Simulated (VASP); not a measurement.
# Γ, L and Δ conduction valleys of GaAs (F-43m) against volume at r2SCAN: shift rates and valley order

A GaAs laser or fast transistor relies on electrons sitting in the light valley at Γ. If the valleys at L or along Γ–X come close, electrons spill into them, mobility falls, and once one of them lies lowest the gap is indirect and light emission is weak. Pressure changes these spacings, so I need to know how fast each valley moves with volume and whether their order survives. I follow the three valleys at r2SCAN under even scaling of the crystal, each counted from the valence-band top at Γ. The volume is measured against the LDA equilibrium cell. Symmetry fixes both atomic sites, so the levels respond to the scaling alone.

## Set-up

The start is a typed prototype cell. The crystal was relaxed with LDA. It is scaled evenly about that cell, atoms relaxed with LDA. VASP 6.6.1, plane waves with PAW, cutoff 450 eV, no spin polarisation. Band edges are single points at r2SCAN (no spin-orbit coupling) on these cells, k mesh 7×7×7, read on short lines of k points at the zone centre and through the valleys; energies are counted from the valence-band top at the zone centre.  All levels use the PAW data sets made with LDA.

Notes on method and selection:

- A valley's energy from the valence-band top holds the shift of that top as well as the shift of the valley.
- Runs that did not converge, have known faults or may not be shown are not listed, and runs on Ansatz's PAW sets soft_1 and soft_2 are kept to separate tables.

Columns:

- 100 ln(V/V0): 100 ln(V/V0), V0 the volume of the reference cell.
- Γ level (eV): lowest conduction level at Γ.
- Δ valley (eV): minimum of the conduction band along Γ–X.
- L valley (eV): conduction level at L.
- Γ mass (mₑ): curvature mass of the lowest conduction band at Γ, fitted within 0.05 1/Å.

## Results

| member | 100 ln(V/V0) | Γ level (eV) | Δ valley (eV) | L valley (eV) | Γ mass (mₑ) |
| --- | --- | --- | --- | --- | --- |
| V/V0 = 0.94 | −6.19 | 1.694 | 1.561 | 1.630 | 0.0818 |
| V/V0 = 0.955 | −4.60 | ? | ? | ? | ? |
| V/V0 = 0.97 | −3.05 | 1.431 | 1.618 | 1.530 | 0.0713 |
| V/V0 = 0.985 | −1.51 | 1.304 | 1.644 | 1.481 | 0.0661 |
| V/V0 = 1 | 0.00 | 1.179 | 1.667 | 1.434 | 0.0609 |
| V/V0 = 1.015 | 1.49 | 1.058 | 1.690 | 1.387 | 0.0557 |
| V/V0 = 1.03 | 2.96 | 0.939 | 1.710 | 1.342 | 0.0504 |
| V/V0 = 1.045 | 4.40 | 0.824 | 1.729 | 1.298 | 0.0452 |
| V/V0 = 1.06 | 5.83 | 0.711 | 1.747 | 1.254 | 0.0402 |

Cells marked ? are withheld until the estimate has been made.

Least-squares fits to the members shown, with x = 100 ln(V/V0); R² and errors in the fitted variable (y, or ln y where the fit is in ln y):

| y | members | fit | R² | rms residual | leave-one-out rms | the same for the mean of the others |
| --- | --- | --- | --- | --- | --- | --- |
| Γ level (eV) | 8 | y = 1.1827 − 0.081772 x | 1.00 | 0.0032 | 0.0053 | 0.35 |
| Δ valley (eV) | 8 | y = 1.6632 + 0.015373 x | 0.99 | 0.0041 | 0.0069 | 0.066 |

## What drives the series

The Γ level is by far the fastest. Between V/V0 = 0.985 and 1.015 it moves by (1.058 − 1.304) / (1.49 + 1.51) = −0.082 eV per unit of 100 ln(V/V0), so it rises under compression. The L valley rises too, at (1.387 − 1.481) / 3.00 = −0.031 eV per unit, while the Δ valley sinks slowly under compression, at (1.690 − 1.644) / 3.00 = +0.015 eV per unit.

The order does change. From V/V0 = 1.06 down to 0.97 the members shown have Γ lowest, then L, then Δ. At 0.94 the sequence is fully reversed, with Δ at 1.561, L at 1.630 and Γ at 1.694 eV, and the gap is indirect. Since r2SCAN finds the reference cell still compressed, its own equilibrium lies at larger volume, where Γ is more safely the lowest valley.

I read the different rates through the make-up of the states. The Γ state is an antibonding combination of Ga and As s orbitals, and a shorter bond pushes it up strongly. At the Δ minimum the state has much p and some d character and rises less than the valence-band top does, so its energy from that top falls. L lies between the two. Spin–orbit coupling would lift the valence-band top and lower all three energies by nearly the same amount, which leaves the order almost untouched.

The Γ mass follows the Γ level, as two-band k·p theory expects from 1/m ≈ 1 + E_P/E, with m in mₑ, E the Γ level and E_P the squared momentum coupling to the valence top as an energy. From V/V0 = 1.06 to 0.94 the level grows by 1.694 / 0.711 = 2.38 and the mass by 0.0818 / 0.0402 = 2.03. Part of the difference comes from the 1 in the formula. The rest fits a coupling that strengthens as the bond shortens: E_P = E × (1/m − 1) goes from 0.711 × (1 / 0.0402 − 1) = 17.0 eV to 1.694 × (1 / 0.0818 − 1) = 19.0 eV.

## Estimating the withheld member

Plain estimates from the members shown:

- V/V0 = 0.955, fit at x = −4.60: 1.559 eV
- V/V0 = 0.955, straight-line interpolation between V/V0 = 0.94 and V/V0 = 0.97: w = (−4.60 − (−6.19)) / (−3.05 − (−6.19)) = 0.506, so 1.694 + 0.506 × (1.431 − 1.694) = 1.561 eV

For V/V0 = 0.955 I trust the interpolation between the two neighbours more than the straight line through all members, because the Γ level bends slightly and the line ignores this. The interpolation gives 1.561 eV.

The bend can be taken from the table. The slope is (1.431 − 1.694) / 3.14 = −0.0838 eV per unit between the two most compressed members shown, centred at x = (−6.19 − 3.05) / 2 = −4.62, and (0.711 − 0.824) / 1.43 = −0.0790 between the two most expanded, centred at (4.40 + 5.83) / 2 = 5.12. The slope therefore changes by (0.0838 − 0.0790) / (5.12 + 4.62) = 0.00049 eV per unit squared. A curve bent this way lies below its chord, here by 0.5 × 0.00049 × (6.19 − 4.60) × (4.60 − 3.05) = 0.0006 eV, which brings the estimate to 1.561 − 0.0006 = 1.560 eV.

I tried the same route on V/V0 = 1 from its two neighbours. The chord gives 1.304 + (1.51 / 3.00) × (1.058 − 1.304) = 1.1802, and the bend takes off 0.0006, leaving 1.1802 − 0.0006 = 1.1796 eV against the calculated 1.179. The other five members that have neighbours on both sides are also recovered to better than 0.001 eV. The change of valley order nearby calls for no further shift, since I am following the state at Γ itself, whichever valley is lowest. I take 0.001 eV as the standard deviation.

**Committed estimate, V/V0 = 0.955: Γ level = 1.560 ± 0.001 eV.**

## Outcome

| member | 100 ln(V/V0) | Γ level (eV) | Δ valley (eV) | L valley (eV) | Γ mass (mₑ) |
| --- | --- | --- | --- | --- | --- |
| V/V0 = 0.955 | −4.60 | 1.561 | 1.591 | 1.579 | 0.0766 |

| member | estimate | Γ level (eV) | computed | estimate − computed | miss in error bars |
| --- | --- | --- | --- | --- | --- |
| V/V0 = 0.955 | committed | 1.560 | 1.561 | −0.001 | 1.0 |
| V/V0 = 0.955 | fit | 1.559 | 1.561 | −0.002 |  |
| V/V0 = 0.955 | interpolation | 1.561 | 1.561 | 0.000 |  |

The computed Γ level is 1.561 eV against my 1.560 ± 0.001, so the miss is one full error bar. I did better than the straight-line fit, which is 0.002 eV low, and slightly worse than the plain interpolation, which agrees to the last printed digit. Staying with the two neighbours was right. My correction for the bend was 0.0006 eV, too small for a result printed to 0.001 eV to confirm or refute.

The new row says more about the valley order. At V/V0 = 0.955 Γ is still lowest, with L 0.018 and Δ 0.030 eV above it, so the gap is still direct. At 0.94 Δ lies 0.133 eV below Γ. Interpolating between the two, Δ and Γ meet at x = −4.60 − (6.19 − 4.60) × 0.030 / (0.030 + 0.133) = −4.89, or V/V0 = exp(−4.89 / 100) = 0.952. L is almost level with them there. The same interpolation gives 1.579 + (4.89 − 4.60) / (6.19 − 4.60) × (1.630 − 1.579) = 1.588 eV for L and 1.561 + (4.89 − 4.60) / (6.19 − 4.60) × (1.694 − 1.561) = 1.585 eV for Γ, only 0.003 eV apart. This crossing belongs to r2SCAN without spin–orbit coupling, and a small relative shift could make L the lowest valley over part of the range.

I have to weaken two earlier readings. I wrote that spin–orbit coupling leaves the valley order almost untouched, because it lowers all three energies by nearly the same amount. That is a fair expectation where the valleys lie well apart, but near the crossing "nearly the same" is not enough to fix which of them is lowest. I also took the slow growth of the Γ mass as a sign of stronger coupling at short bonds. The band is less parabolic when the gap is small, and a fit over a fixed k window can then give too heavy a mass in the expanded cells, which would look the same.

## Outliers

Least-squares fits to the whole series, with x = 100 ln(V/V0); R² and errors in the fitted variable (y, or ln y where the fit is in ln y):

| y | members | fit | R² | rms residual | leave-one-out rms | the same for the mean of the others |
| --- | --- | --- | --- | --- | --- | --- |
| Γ level (eV) | 9 | y = 1.183 − 0.08184 x | 1.00 | 0.0031 | 0.0044 | 0.36 |
| Δ valley (eV) | 9 | y = 1.663 + 0.01542 x | 1.00 | 0.0039 | 0.0056 | 0.067 |

Largest departures from the fit to the whole series:

| member | Γ level (eV) | fit | computed − fit | in rms residuals |
| --- | --- | --- | --- | --- |
| V/V0 = 1.06 | 0.711 | 0.706 | +0.005 | 1.6 |
| V/V0 = 0.94 | 1.694 | 1.690 | +0.004 | 1.4 |
| V/V0 = 1 | 1.179 | 1.183 | −0.004 | 1.3 |
| V/V0 = 1.015 | 1.058 | 1.061 | −0.003 | 1.0 |

No volume stands out, since the largest departure from the line is 0.005 eV in a series that spans 1.694 − 0.711 = 0.983 eV. The signs do form a pattern, positive at both ends and negative at V/V0 = 1 and 1.015, which is the mark of a slight upward bend. A level that depends smoothly on bond length need not be exactly linear in ln V, so I see no fault in any single run.

## Closing remarks

Between V/V0 = 0.94 and 1.06 the Γ level follows a straight line in ln V, with a leave-one-out error of 0.0044 eV. Interpolation between close neighbours does better, to about 0.001 eV. In the units used for strained devices, the slope is a volume deformation potential of the direct gap of −0.08184 × 100 = −8.2 eV.

Where the valleys cross is much less certain than how the Γ level moves. Spin–orbit coupling would lower all three energies by roughly 0.1 eV, mostly in common, but with the three valleys almost level at the crossing even a small unequal part could change their order. The functional matters too. r2SCAN usually gives gaps that are too small, and the error need not be equal for Γ, L and Δ. Calculations with HSE06, and with TB-mBJ including spin–orbit coupling, were also made on these cells but are left out here, so the tables do not test how far the crossing moves. Near the crossing their spacing changes by (0.030 + 0.133) / (6.19 − 4.60) = 0.103 eV per unit of 100 ln(V/V0), so if Γ were 0.1 eV too low relative to Δ, the true crossing would come at about 1 % less compression. The 0.1 eV only illustrates the sensitivity. It is neither an estimate of the r2SCAN error nor a bound on it, and a larger error would move the crossing further in proportion. I therefore take V/V0 = 0.952 as the r2SCAN crossing, not as a prediction for real GaAs.
